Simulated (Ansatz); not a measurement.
Runs of Ansatz 0.2.0 on TiTe2. Symmetry: P-3m1, No. 164, trigonal system. The conventional cell has a = 3.777 Å, b = 3.777 Å, c = 6.498 Å, α = 90.00°, β = 90.00°, γ = 120.00°. Te (site symmetry 3m) has 3 Ti at 2.77 Å as nearest neighbours. Ti (site symmetry -3m) is surrounded by 6 Te at 2.77 Å. 

```tsv
level	gap on the mesh (eV)	pressure (GPa)	relaxed volume (Å³/atom)
PBEsol	-	0.0	25.41
RPBE	none	0.0	38.59
LDA	-	0.0	(a)
revPBE	none	0.0	41.34
```

Alike in all rows: task relaxation of cell and atoms; potentials or basis all-electron LAPW, scalar-relativistic; no spin polarisation; cell relaxed; k mesh 8 × 8 × 4; smearing fermi-dirac 0.05 eV; basis error allowed 0.002 eV/atom.

Task: Estimate the missing entries.

Result: (a) 24.60.

Caveats: the volume moved by over 15 % at a fixed basis, so the end points are rough (some runs); this functional lacks dispersion, which binds the layers, so the pressure and a relaxed spacing across them are unreliable, and here the layers came unbound (some runs); this functional lacks dispersion, which binds the layers, so the pressure and a relaxed spacing across them are unreliable (some runs).

A k mesh can miss the band edges, and the runs leave out spin-orbit coupling on Te.

A gap of «none» marks a metal or a gap under the smearing width.

Runs at the PBE level aren't shown here.
